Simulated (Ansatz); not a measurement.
Crystal: BaTiO3.

```
CELL_PARAMETERS angstrom
2.82737 1.63238 2.31839
-2.82737 1.63238 2.31839
0.00000 -3.26476 2.31839
ATOMIC_POSITIONS crystal
Ba 0.00000 0.00000 0.00000
Ti 0.48450 0.48450 0.48450
O 0.50860 0.01750 0.50860
O 0.01750 0.50860 0.50860
O 0.50860 0.50860 0.01750
```

```yaml
Program: Ansatz 0.2.0
Task: relaxation of cell and atoms
Functional: PBEsol
Potentials_or_basis: Ansatz PAW
Cutoff: "420 eV (not typed: the program's choice for these potentials)"
k_mesh: 7 × 7 × 7
Occupations: fermi-dirac, width 0.05 eV
Spin: no spin polarisation
Hubbard_terms: Ti d U = 5 eV
```

At the start: volume 12.84 Å³/atom.

Question: Where does the relaxation end?

Answer: It ends after 9 steps and the volume is 12.64 Å³/atom (-1.6 %); space group Pm-3m (No. 221, to 0.05 Å).

Step by step:
```csv
step,energy change (eV),largest force (eV/Å),volume (Å³)
1,0.0000,0.6367,64.20
2,-0.0169,0.3028,64.18
3,-0.0245,0.2517,63.68
4,-0.0323,0.1448,63.46
5,-0.0410,0.0053,63.21
6,-0.0377,0.0053,63.21
7,-0.0379,0.0011,63.18
8,-0.0379,0.0002,63.18
9,-0.0378,0.0002,63.18
```

Final structure:
```xyz
5
Lattice="2.8162 1.6260 2.2995 -2.8162 1.6260 2.2995 0.0000 -3.2519 2.2995" Properties=species:S:1:pos:R:3 pbc="T T T"
Ba    0.0000    0.0000    0.0263
Ti    0.0000    0.0000    3.4752
O     1.4080   -0.8129    2.3262
O    -1.4080   -0.8129    2.3262
O     0.0000    1.6259    2.3262
```

Caveat: the plane-wave basis is chosen anew once the cell has moved, so the energies of steps on either side of that aren't comparable; the pressure holds a Pulay correction of +0.6 GPa for the finite cutoff; the PAW data sets come from PBE, with cores solved anew for the run's functional, which leaves a small shift of forces and pressure.
